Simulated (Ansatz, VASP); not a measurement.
Two plane-wave programs on ZnS

File INCAR:

```
  ALGO = Normal
  EDIFF = 1E-7
  ENCUT = 520
  GGA = PS
  ISIF = 2
  ISMEAR = 0
  LASPH = True
  LCHARG = False
  LREAL = False
  LWAVE = False
  NBANDS = 16
  NELM = 100
  PREC = Accurate
  SIGMA = 0.05
```

The input KPOINTS:

```
k-points
0
Gamma
  8 8 8
```

File POSCAR:

```
ZnS
1.0
    0.0000000000      2.6420352368      2.6420352368
    2.6420352368      0.0000000000      2.6420352368
    2.6420352368      2.6420352368      0.0000000000
Zn S
1 1
Direct
    0.2500000000      0.2500000000      0.2500000000
    0.0000000000      0.0000000000      0.0000000000
```

Input for Ansatz:

```yaml
crystal:
  lattice:
    - [0.0, 2.6420352368, 2.6420352368]
    - [2.6420352368, 0.0, 2.6420352368]
    - [2.6420352368, 2.6420352368, 0.0]
  atoms:
    - { symbol: Zn, position: [0.25, 0.25, 0.25] }
    - { symbol: S, position: [0.0, 0.0, 0.0] }
basis:
  ecutwfc: 420
  ecutrho_ratio: 4
kpoints:
  mp_grid: { grid: [8, 8, 8] }
hamiltonian:
  xc: pbesol
scf:
  occupations: { method: gaussian, width: 0.05 }
output:
  forces: true
  stress: true
  eigenvalues: true
```

Alike in both runs: task single point; functional PBEsol; k mesh 8 × 8 × 8; occupations gaussian, width 0.05 eV; no spin polarisation.

```csv
,VASP,Ansatz
version,VASP 6.6.1,Ansatz 0.2.0
potentials or method,"VASP PAW PBE potentials, release 64 (Zn, S)","scalar-relativistic, plane waves, PAW"
plane-wave cutoff (eV),520,420
valence electrons in the cell,18,18
```

|  | VASP | Ansatz | Ansatz less VASP |
| --- | --- | --- | --- |
| gap on the k mesh at the Fermi level (eV) | 2.27 | 2.26 | -0.010 |
| least direct gap on the mesh (eV) | 2.27 | 2.26 | -0.010 |
| pressure (GPa) | 3.8 | 3.5 | -0.25 |

Caveats: the PAW data sets were made with another functional, which shifts forces and pressure a little (VASP). Expect the measured gap to be larger: semilocal functionals such as PBEsol lack the derivative discontinuity.
